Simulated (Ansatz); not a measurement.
**Dielectric response of RbBr (001) films**

Wanted: ε of rocksalt RbBr (001) by finite fields on slabs, and the band edges against the vacuum where run.

Calculated with Ansatz 0.2.0; plane-wave DFT, PBE, Ansatz PAW, in the first sound run; inputs show where later runs differ.

## Step 1: The starting structure

The cell holds 6 atoms: 3 Rb and 3 Br. Cell: a = 4.872 Å, b = 4.872 Å, c = 24.890 Å, α = 90.0°, β = 90.0°, γ = 90.0°. It derives from RbBr (rocksalt RbBr). Vacuum lies along c.

## Step 2: Relaxation, 6 atoms, units 3

The structure is relaxed first, because levels and dipoles at a surface follow the positions of the outer atoms.

The input, input.yaml:

```yaml
crystal:
  lattice:
    - [4.87196572, 0.0, 0.0]
    - [0.0, 4.87196572, 0.0]
    - [0.0, 0.0, 24.89]
  atoms:
    - { symbol: Rb, position: [0.5, 0.5, 0.3615910004] }
    - { symbol: Br, position: [0.0, 0.0, 0.3615910004] }
    - { symbol: Rb, position: [0.0, 0.0, 0.5] }
    - { symbol: Br, position: [0.5, 0.5, 0.5] }
    - { symbol: Rb, position: [0.5, 0.5, 0.6384089996] }
    - { symbol: Br, position: [0.0, 0.0, 0.6384089996] }
kpoints:
  mp_grid: { grid: [6, 6, 1] }
hamiltonian:
  xc: pbe
scf:
  occupations: { method: fixed }
  convergence: { dr2_threshold: 1.0e-09 }
efield:
  axis: 3
  dipole_correction: true
  ramp_position: 0.97
  ramp_width: 0.06
relax:
  f_tol: 0.003
  max_steps: 100
output:
  write_potential: true
  write_density: true
  volumetric_format: npy
```

Command:

```sh
$ ansatz run input.yaml --threads 8 --pin off --max-ram 12288MiB --backend cpu --events-out ev --progress --plain --runs-dir out
```

Numbers of over 12 decimals in the logs are rounded to 6 here.

The log of the run:

```text
Engine: ansatz 0.2.0, aarch64-unknown-linux-gnu
Pseudopotentials: kind: paw
Pseudopotential: Rb, paw, valence charge 9, recommended cutoff 420 eV (normal), Rb.paw.azcp
Pseudopotential: Br, paw, valence charge 7, recommended cutoff 420 eV (normal), Br.paw.azcp
Functional definition: PBE
  parameter kappa = 0.804
  parameter beta = 0.066725
  exchange = pbe_x(kappa = kappa, mu = beta*pi^2/3)
  correlation = pbe_c(beta = beta)
Crystal: 6 atoms, lattice volume = 590.790 Å³
Basis set: ecut = 420 eV, 11543 PW (Γ), exchange–correlation on 72×72×360 points (8 copies of the dense FFT grid, shifted against one another)
Bands: 30, of which v1, the nominal top of the filled ones, is band 24 counted from 1 (23 counted from 0)
Symmetry: 8 space group operations
k-points: 10 of 36
Non-local potential: Rb, projectors of the file, l = 0: 3, l = 1: 2, l = 2: 2
Non-local potential: Br, projectors of the file, l = 0: 2, l = 1: 2, l = 2: 2
PAW form: soft (Blöchl's): semilocal exchange-correlation on the pseudo side does not see the compensation charge
PAW one-centre angular grid: Rb, 110 points (default); XC on 64 Gauss nodes
PAW one-centre angular grid: Br, 110 points (default); XC on 64 Gauss nodes
Initial density: superposition of atomic densities (neutral atoms: chi_scale 0, normalization atom), corrected by the library's trained network
Initial wavefunctions: pseudopotential atomic-orbital guess
Functional: x = pbe(κ = 0.804, μ = 0.219515), c = pbe(β = 0.066725)
SCF iter   1: F=—  HF=-18161.927367 eV  |F-HF|=—  |Δ(HF+E_count)|=         —  Δρ=3.13e-4  dr2=1.37e-3  ethr=1.77e-3  p=0.000 e·Å  D=3.45e-14 V/Å  ΔV_dip=-0.00 eV  dr2_dipole=5.80e-12  V_vac-E_F(+/−)=5.74/5.74 eV  ⟨swp⟩=6.7  Hψ=1270  notcnv=0  defer=36
efield: sawtooth ramp at fractional position 0.9700 (set: `efield.ramp_position`, or a place that a band, a saddle search or an elastic batch's reference lends), width 0.0600; the density the first Hamiltonian is built on has a dipole p = 0.000 e·Å; the dipole correction subtracts the counter field D = 3.45e-14 V/Å, which shifts the + side's vacuum level by -0.00 eV against the − side's; the planar-averaged density in the ramp window peaks in size at 3.4e-6 e/Å³
preconditioner: auto → Resta (q_TF=auto, 1.796 Å⁻¹)  ε∞=1.7  [insulator: Δε(μ)=4.265 eV  Ē_g=11.909 eV  n_scr=50 (ndim 8)  ℏωp=9.9 eV  f_vac=0.569  ε∞_Penn≈1.7  vacuum switching on, ρ_ref=1.0e-2 e/Å³]
SCF iter   2: F=—  HF=-18161.929176 eV  |F-HF|=—  |Δ(HF+E_count)|=   1.81e-3  Δρ=1.27e-4  dr2=1.65e-4  ethr=2.86e-6  p=-0.000 e·Å  D=-6.46e-7 V/Å  ΔV_dip=0.00 eV  dr2_dipole=2.01e-13  V_vac-E_F(+/−)=5.74/5.74 eV  ⟨swp⟩=4.1  Hψ=866  notcnv=0  defer=42
density mixer auto → msr1: gapped (density of states about μ 0.00 of a free-electron gas's, 50 screened modes)
SCF iter   3: F=—  HF=-18161.929667 eV  |F-HF|=—  |Δ(HF+E_count)|=   4.90e-4  Δρ=4.80e-5  dr2=1.51e-5  ethr=3.44e-7  p=-0.000 e·Å  D=-3.74e-7 V/Å  ΔV_dip=0.00 eV  dr2_dipole=4.06e-12  V_vac-E_F(+/−)=5.74/5.74 eV  ⟨swp⟩=3.9  Hψ=543  notcnv=0  defer=40
SCF iter   4: F=—  HF=-18161.929731 eV  |F-HF|=—  |Δ(HF+E_count)|=   6.50e-5  Δρ=1.47e-5  dr2=2.26e-6  ethr=3.14e-8  p=0.000 e·Å  D=3.25e-7 V/Å  ΔV_dip=-0.00 eV  dr2_dipole=2.74e-12  V_vac-E_F(+/−)=5.74/5.74 eV  ⟨swp⟩=2.4  Hψ=501  notcnv=0  defer=41
SCF iter   5: F=—  HF=-18161.929786 eV  |F-HF|=—  |Δ(HF+E_count)|=   5.43e-5  Δρ=2.81e-6  dr2=5.99e-8  ethr=4.71e-9  p=-0.000 e·Å  D=-1.83e-7 V/Å  ΔV_dip=0.00 eV  dr2_dipole=4.16e-13  V_vac-E_F(+/−)=5.74/5.74 eV  ⟨swp⟩=3.0  Hψ=562  notcnv=0  defer=40
SCF iter   6: F=—  HF=-18161.929786 eV  |F-HF|=—  |Δ(HF+E_count)|=   8.62e-8  Δρ=1.01e-6  dr2=5.82e-9  ethr=1.25e-10  p=0.000 e·Å  D=3.89e-8 V/Å  ΔV_dip=-0.00 eV  dr2_dipole=4.41e-14  V_vac-E_F(+/−)=5.74/5.74 eV  ⟨swp⟩=2.0  Hψ=504  notcnv=0  defer=40
SCF iter   7: F=-18161.929786 eV  HF=-18161.929786 eV  |F-HF|=2.17e-9  |Δ(HF+E_count)|=   7.21e-8  Δρ=2.21e-7  dr2=3.18e-10  ethr=2.08e-12  p=-0.000 e·Å  D=-1.89e-8 V/Å  ΔV_dip=0.00 eV  dr2_dipole=6.15e-15  V_vac-E_F(+/−)=5.74/5.74 eV  ⟨swp⟩=9.0  Hψ=1991  notcnv=0
SCF 1 converged in 7 iterations: F = -18161.929786 eV  dr2 = 3.18e-10
  greatest PAW one-centre occupation: 0.973 electrons in one spin orbital (limit 2), on the Rb atom at site 2 (counted from 0), in its partial waves of l = 0
relax step   1: F+E_penalty+E_count = -18161.92978596 eV  Δ(F+E_penalty+E_count) = +0.000e0 eV  max|allowed force component| = 7.910e-2 eV/Å  Δτ_max = 0.0000 Å  (7 SCF iters, accepted)
Initial density: handed on by an earlier stage of this run
Initial wavefunctions: those handed on with the density
iter 1 solved again at ethr=1.03e-5 eV; its pass at ethr=3.10e-3 eV (dr2=4.95e-3 eV) is discarded
SCF iter   1: F=—  HF=-18161.935561 eV  |F-HF|=—  |Δ(HF+E_count)|=         —  Δρ=3.80e-4  dr2=4.93e-3  ethr=1.03e-5  p=-0.000 e·Å  D=-1.89e-8 V/Å  ΔV_dip=0.00 eV  dr2_dipole=6.32e-15  V_vac-E_F(+/−)=5.74/5.74 eV  ⟨swp⟩=2.7  Hψ=1095  notcnv=0  defer=41
efield: sawtooth ramp at fractional position 0.9700 (set: `efield.ramp_position`, or a place that a band, a saddle search or an elastic batch's reference lends), width 0.0600; the density the first Hamiltonian is built on has a dipole p = -0.000 e·Å; the dipole correction subtracts the counter field D = -1.89e-8 V/Å, which shifts the + side's vacuum level by +0.00 eV against the − side's; the planar-averaged density in the ramp window peaks in size at 2.9e-8 e/Å³
preconditioner: auto → Resta (q_TF=auto, 1.796 Å⁻¹)  ε∞=1.7  [insulator: Δε(μ)=4.260 eV  Ē_g=11.872 eV  n_scr=50 (ndim 8)  ℏωp=9.9 eV  f_vac=0.567  ε∞_Penn≈1.7  vacuum switching on, ρ_ref=1.0e-2 e/Å³]
SCF iter   2: F=—  HF=-18161.934246 eV  |F-HF|=—  |Δ(HF+E_count)|=   1.31e-3  Δρ=1.70e-4  dr2=1.96e-4  ethr=1.03e-5  p=-0.000 e·Å  D=-3.89e-8 V/Å  ΔV_dip=0.00 eV  dr2_dipole=3.82e-16  V_vac-E_F(+/−)=5.79/5.79 eV  ⟨swp⟩=3.4  Hψ=422  notcnv=0  defer=40  κ⁻¹=1.0e0(r=1)
density mixer auto → broyden: gapped, where msr1 would fit the directions that read negative (density of states about μ 0.00 of a free-electron gas's, 50 screened modes)
SCF iter   3: F=—  HF=-18161.934216 eV  |F-HF|=—  |Δ(HF+E_count)|=   3.03e-5  Δρ=7.10e-5  dr2=3.70e-5  ethr=4.08e-7  p=-0.000 e·Å  D=-4.43e-8 V/Å  ΔV_dip=0.00 eV  dr2_dipole=2.79e-14  V_vac-E_F(+/−)=5.79/5.79 eV  ⟨swp⟩=2.6  Hψ=481  notcnv=0  defer=40  κ⁻¹=1.5e-2(r=2)
SCF iter   4: F=—  HF=-18161.934234 eV  |F-HF|=—  |Δ(HF+E_count)|=   1.78e-5  Δρ=1.41e-5  dr2=7.53e-7  ethr=7.70e-8  p=0.000 e·Å  D=2.44e-8 V/Å  ΔV_dip=-0.00 eV  dr2_dipole=8.29e-15  V_vac-E_F(+/−)=5.79/5.79 eV  ⟨swp⟩=2.8  Hψ=513  notcnv=0  defer=40  κ⁻¹=1.7e-4(r=3)
[...]
density mixer auto → broyden: gapped, where msr1 would fit the directions that read negative (density of states about μ 0.00 of a free-electron gas's, 50 screened modes)
SCF iter   3: F=—  HF=-18161.935852 eV  |F-HF|=—  |Δ(HF+E_count)|=   2.13e-5  Δρ=7.27e-5  dr2=3.84e-5  ethr=3.91e-7  p=-0.000 e·Å  D=-1.29e-9 V/Å  ΔV_dip=0.00 eV  dr2_dipole=9.71e-15  V_vac-E_F(+/−)=5.82/5.82 eV  ⟨swp⟩=2.4  Hψ=481  notcnv=0  defer=40  κ⁻¹=1.7e-2(r=2)
SCF iter   4: F=—  HF=-18161.935866 eV  |F-HF|=—  |Δ(HF+E_count)|=   1.41e-5  Δρ=1.30e-5  dr2=9.16e-7  ethr=8.00e-8  p=0.000 e·Å  D=3.54e-8 V/Å  ΔV_dip=-0.00 eV  dr2_dipole=4.66e-14  V_vac-E_F(+/−)=5.81/5.81 eV  ⟨swp⟩=3.2  Hψ=481  notcnv=0  defer=40  κ⁻¹=5.3e-4(r=3)
SCF iter   5: F=—  HF=-18161.935920 eV  |F-HF|=—  |Δ(HF+E_count)|=   5.43e-5  Δρ=3.86e-6  dr2=5.49e-8  ethr=1.91e-9  p=-0.000 e·Å  D=-4.23e-8 V/Å  ΔV_dip=0.00 eV  dr2_dipole=5.48e-14  V_vac-E_F(+/−)=5.81/5.81 eV  ⟨swp⟩=2.7  Hψ=481  notcnv=0  defer=35  κ⁻¹=2.9e-5(r=4)
SCF iter   6: F=—  HF=-18161.935920 eV  |F-HF|=—  |Δ(HF+E_count)|=   6.30e-8  Δρ=1.02e-6  dr2=3.93e-9  ethr=1.14e-10  p=0.000 e·Å  D=3.31e-8 V/Å  ΔV_dip=-0.00 eV  dr2_dipole=6.11e-16  V_vac-E_F(+/−)=5.81/5.81 eV  ⟨swp⟩=2.1  Hψ=488  notcnv=0  defer=35  κ⁻¹=3.2e-6(r=5)
SCF iter   7: F=-18161.935920 eV  HF=-18161.935920 eV  |F-HF|=3.97e-10  |Δ(HF+E_count)|=   7.57e-9  Δρ=2.07e-7  dr2=2.79e-10  ethr=2.08e-12  p=0.000 e·Å  D=2.84e-8 V/Å  ΔV_dip=-0.00 eV  dr2_dipole=2.98e-23  V_vac-E_F(+/−)=5.81/5.81 eV  ⟨swp⟩=8.1  Hψ=1883  notcnv=0
SCF 3 converged in 7 iterations: F = -18161.935920 eV  dr2 = 2.79e-10
relax step   3: F+E_penalty+E_count = -18161.93592018 eV  Δ(F+E_penalty+E_count) = -1.643e-3 eV  max|allowed force component| = 3.522e-3 eV/Å  Δτ_max = 0.0379 Å  (7 SCF iters, accepted)
SCF iter   1: F=—  HF=-18161.935900 eV  |F-HF|=—  |Δ(HF+E_count)|=         —  Δρ=4.48e-5  dr2=5.21e-5  ethr=1.03e-6  p=0.000 e·Å  D=2.84e-8 V/Å  ΔV_dip=-0.00 eV  dr2_dipole=9.76e-15  V_vac-E_F(+/−)=5.81/5.81 eV  ⟨swp⟩=3.5  Hψ=612  notcnv=0  defer=40
efield: sawtooth ramp at fractional position 0.9700 (set: `efield.ramp_position`, or a place that a band, a saddle search or an elastic batch's reference lends), width 0.0600; the density the first Hamiltonian is built on has a dipole p = 0.000 e·Å; the dipole correction subtracts the counter field D = 2.84e-8 V/Å, which shifts the + side's vacuum level by -0.00 eV against the − side's; the planar-averaged density in the ramp window peaks in size at 3.4e-9 e/Å³
preconditioner: auto → Resta (q_TF=auto, 1.796 Å⁻¹)  ε∞=1.7  [insulator: Δε(μ)=4.251 eV  Ē_g=11.895 eV  n_scr=50 (ndim 8)  ℏωp=9.9 eV  f_vac=0.564  ε∞_Penn≈1.7  vacuum switching on, ρ_ref=1.0e-2 e/Å³]
SCF iter   2: F=—  HF=-18161.935894 eV  |F-HF|=—  |Δ(HF+E_count)|=   5.79e-6  Δρ=1.88e-5  dr2=2.41e-6  ethr=1.08e-7  p=0.000 e·Å  D=3.11e-9 V/Å  ΔV_dip=-0.00 eV  dr2_dipole=1.43e-16  V_vac-E_F(+/−)=5.82/5.82 eV  ⟨swp⟩=2.0  Hψ=454  notcnv=0  defer=40  κ⁻¹=1.0e0(r=1)
density mixer auto → broyden: gapped, where msr1 would fit the directions that read negative (density of states about μ 0.00 of a free-electron gas's, 50 screened modes)
SCF iter   3: F=—  HF=-18161.935939 eV  |F-HF|=—  |Δ(HF+E_count)|=   4.42e-5  Δρ=8.29e-6  dr2=4.96e-7  ethr=5.02e-9  p=0.000 e·Å  D=5.39e-9 V/Å  ΔV_dip=-0.00 eV  dr2_dipole=1.57e-15  V_vac-E_F(+/−)=5.82/5.82 eV  ⟨swp⟩=2.6  Hψ=446  notcnv=0  defer=29  κ⁻¹=1.6e-2(r=2)
SCF iter   4: F=—  HF=-18161.935939 eV  |F-HF|=—  |Δ(HF+E_count)|=   2.36e-7  Δρ=1.50e-6  dr2=1.18e-8  ethr=1.03e-9  p=-0.000 e·Å  D=-1.06e-8 V/Å  ΔV_dip=0.00 eV  dr2_dipole=1.99e-16  V_vac-E_F(+/−)=5.81/5.81 eV  ⟨swp⟩=2.7  Hψ=449  notcnv=0  defer=29  κ⁻¹=4.6e-4(r=3)
SCF iter   5: F=-18161.935939 eV  HF=-18161.935939 eV  |F-HF|=7.09e-10  |Δ(HF+E_count)|=   1.09e-8  Δρ=4.25e-7  dr2=6.95e-10  ethr=2.08e-12  p=-0.000 e·Å  D=-1.67e-8 V/Å  ΔV_dip=0.00 eV  dr2_dipole=1.56e-15  V_vac-E_F(+/−)=5.81/5.81 eV  ⟨swp⟩=9.0  Hψ=2082  notcnv=0
SCF 4 converged in 5 iterations: F = -18161.935939 eV  dr2 = 6.95e-10
relax step   4: F+E_penalty+E_count = -18161.93593877 eV  Δ(F+E_penalty+E_count) = -1.859e-5 eV  max|allowed force component| = 1.731e-4 eV/Å  Δτ_max = 0.0044 Å  (5 SCF iters, accepted)
NSCF: frozen V_eff on 10 k-points
the band table was solved once a step of the walk had ended and its energy, with any forces and stress, was formed, with the checks that follow a solve (2063 applications of the Hamiltonian). They found nothing against the state; the energy, forces and stress were not computed again (output.eigenvalues in the input reference)
WARN: The output density's exchange-correlation potential varies sharply where the density is thin. Do not read a vacuum level from v_tot or v_xc, or from such a field of the output density. On a cell that repeats whose density bears no net charge and no dipole along the vacuum's axis use v_es (v_loc + v_h of the components); under efield.dipole_correction with no amplitude use v_es + v_field, which holds any externa [...]
SCF converged after 5 iterations
Stability not checked: this state was not tested for a lower state beside it, because the mixer in use, unlike msr1, does not test its closes by its own steps (another_mixer; see scf.mixing.algorithm and scf.lower_state_search)
Free energy (F): -18161.935939 eV
Harris-Foulkes:  -18161.935939 eV  (|F-HF|=7.09e-10)
Internal energy: -18161.935939 eV  (E = F + TS)
E sigma→0 (E₀):  -18161.935939 eV
Fermi energy:    -2.896191 eV
Dipole field:    D = 0.000000 V/Å  (p = 0.000000 e·Å, saw-weighted, corrected)
Work function:   Φ+ = 5.8146 eV   Φ− = 5.8146 eV
Levels:          The Fermi level and band energies are counted from a zero that moves with the ramp; work functions are not
--- Per-component energies (eV) ---
  E_band       = -524.526665
  E_kinetic    = 979.978697
  E_local      = -15390.983778  (includes V_loc(G=0)·N_el)
  E_nonlocal   = 729.754365
  E_hartree    = 7013.482114
  E_xc         = -1187.967500
  E_vxc        = -724.759183  (∫ρ·V_xc dr)
  E_paw        = -14593.671473  (= ΣΔE_a)
  E_vpaw       = -145.480713  (= ΣTr[D̂ρ^β])
  E_aug_tail   = -0.000003  (compensation charges beyond the density's cutoff)
  E_efield     = 0.000000  (sawtooth field / dipole correction)
  E_vefield    = 0.000000  (∫n·V_field dr)
  E_ewald      = 4287.471638
  E_smearing   = -0.000000  (= −TS)
  E_closure    = 0.000000  (closes the sum)
  Σ components = -18161.935939   (vs F -18161.935939, Δ=0.00e0)
--- Forces (eV/Å), atoms counted from 1 ---
  atom   1  Rb    -0.00000000     0.00000000    -0.00008902
  atom   2  Br     0.00000000     0.00000000    -0.00017314
  atom   3  Rb    -0.00000000     0.00000000     0.00000007
  atom   4  Br    -0.00000000     0.00000000    -0.00000008
  atom   5  Rb    -0.00000000     0.00000000     0.00008910
  atom   6  Br     0.00000000     0.00000000     0.00017301
  max |Σ_I F_I| component: 6.76e-8 eV/Å
--- Band table (eV; the first three rows and the last of 10) ---
  k-point 0: bands = [... 20 lower, -2.9168, -2.9168, -2.8962, -2.8962, 1.3561, 1.8343, 2.5791, 2.8257, ... 2 higher]
  k-point 1: bands = [... 20 lower, -3.0873, -2.9959, -2.9809, -2.9645, 1.7091, 2.0942, 2.7989, 3.1522, ... 2 higher]
  k-point 2: bands = [... 20 lower, -3.1175, -3.1042, -3.0950, -3.0320, 2.4835, 2.6895, 3.3401, 3.8220, ... 2 higher]
  k-point 9: bands = [... 20 lower, -3.1127, -3.1127, -3.0900, -2.9538, 2.9577, 2.9577, 3.8205, 3.8205, ... 2 higher]
--- Relaxed structure (4 steps of the walk, 4 accepted, 0 SCFs on fresh bases) ---
  F+E_penalty+E_count = -18161.93593877 eV   max|allowed force component| = 1.731e-4 eV/Å
  atoms:
    - { symbol: Rb, position: [0.5, 0.5, 0.360073] }
    - { symbol: Br, position: [0, 0.0, 0.358310] }
    - { symbol: Rb, position: [0, 0.0, 0.500000] }
    - { symbol: Br, position: [0.5, 0.5, 0.500000] }
    - { symbol: Rb, position: [0.5, 0.5, 0.639927] }
    - { symbol: Br, position: [0, 0.0, 0.641690] }
```

It took 14 s on 8 threads of Arm Neoverse N1, shared host; peak memory 1.1 GiB; 99 s of CPU time.

Relaxation path:

```csv
step,energy less that of the first step (eV),largest force component (eV/Å)
1,0.0000,0.0791
2,-0.0045,0.0337
3,-0.0061,0.0035
4,-0.0062,0.0002
```

Forces are held to the 8 operations that the run works with; a distortion that breaks them can't arise in this run.

The atoms that moved most (Å):

```
atom     dx     dy      dz  length
 Br6  0.000  0.000   0.082   0.082
 Br2  0.000  0.000  -0.082   0.082
 Rb1  0.000  0.000  -0.038   0.038
 Rb5  0.000  0.000   0.038   0.038
```

The relaxed structure:

```xyz
6
Lattice="4.8720 0.0000 0.0000 0.0000 4.8720 0.0000 0.0000 0.0000 24.8900" Properties=species:S:1:pos:R:3
Rb    2.4360    2.4360    8.9622
Br    0.0000    0.0000    8.9183
Rb    0.0000    0.0000   12.4450
Br    2.4360    2.4360   12.4450
Rb    2.4360    2.4360   15.9278
Br    0.0000    0.0000   15.9717
```

Numbers from this step:

```yaml
gap_on_the_k_mesh: 4.252 eV
dipole_along_the_normal: 4.63e-8 e·Å
ionisation_energy_upper_face: 5.815 eV
electron_affinity_upper_face: 1.562 eV
```

Running mean over 3.445 Å of the planar mean; the ramp of the sawtooth is left out. Electron's electrostatic potential energy less the highest filled level against z:

| z (Å) | electron's electrostatic potential energy less the highest filled level (eV) |
| --- | --- |
| 4 | 5.81 |
| 5 | 5.81 |
| 6 | 5.71 |
| 7 | 3.90 |
| 8 | 0.355 |
| 9 | 0.00203 |
| 10 | 0.0774 |
| 11 | 0.197 |
| 12 | -0.0171 |
| 13 | -0.0121 |
| 14 | 0.224 |
| 15 | 0.0491 |
| 16 | 0.00781 |
| 17 | 0.507 |
| 18 | 4.34 |
| 19 | 5.74 |
| 20 | 5.81 |
| 21 | 5.81 |

The relaxation took 4 steps and lowered the energy by 0.0062 eV; the largest force on the free atoms ends at 1.7e-4 eV/Å.

The gap is 4.25 eV, with the valence edge 5.81 eV and the conduction edge 1.56 eV under the upper vacuum level.

[end of part 1 of 5]

[Logs are printed without paths, hosts, clocks, repeated set-up lines and the standing remarks that a program may print on its own settings, such as how far it seeks lower states.]

[Hosts, paths, dates, database ids (printed as entryN), source tags and the programs' standing remarks are cut or masked in the printed files.]

[Maps of the electrostatic potential energy from Ansatz leave out the sawtooth potential of an applied field or a dipole correction, so their vacuum need not be flat; planar profiles and work functions include it.]
